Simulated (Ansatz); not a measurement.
## Polymorphs of In₂P₃

Level of theory: DFT PBE, scalar-relativistic, plane waves, PAW (Ansatz). All cells share a 420 eV cutoff and Γ-centred k meshes spaced at most 0.3 Å⁻¹ (0.19 for metals, 2π included).

All energies are static (0 K, no zero-point motion). Only the structures computed here compete, so a lower one can exist. The k mesh leaves about 4 meV/atom of noise in metals. No run is spin-polarised.

```
#                      started from      space group  atoms  V (Å³/atom)  ΔE (meV/atom)  gap on mesh (eV)
1                  tetradymite type   R-3m (No. 166)      5         20.8              0              0.00
2  A-type sesquioxide type, changed  P-3m1 (No. 164)      5         22.2            110              0.00
3            corundum type, changed   R-3c (No. 167)     10         25.1            117              0.00
```

The lowest structure: Space group R-3m (No. 166), trigonal, a = 3.833 Å, c = 24.486 Å. Around In lie 3 P at 2.71 Å and 3 P at 2.97 Å; P on Wyckoff site a (1 atom of the primitive cell) has 6 In at 2.71 Å; P on Wyckoff site c (2 atoms of the primitive cell) is coordinated by 3 P at 2.46 Å and 3 In at 2.97 Å. Its energy against the elements is 0.07 eV/atom, so it is unstable even against them. The zero of energy is the lowest elemental structures computed at the same level; no fitted shifts are applied.

Space group R-3m:H (No. 166). a = 3.833 Å, b = 3.833 Å, c = 24.486 Å, α = 90.00°, β = 90.00°, γ = 120.00°
```csv
atom,site,symmetry,x,y,z
In,6c,3m,0.6667,0.3333,0.7304
P,3a,-3m,0.0000,0.0000,0.0000
P,6c,3m,0.3333,0.6667,0.8552
```

The second: Space group P-3m1 (No. 164), trigonal, a = 3.800 Å, c = 8.857 Å. Around In lie 3 P at 2.70 Å; around P on Wyckoff site a (1 atom of the primitive cell) lie 6 In at 2.70 Å; around P on Wyckoff site d (2 atoms of the primitive cell) lie 3 P at 2.43 Å.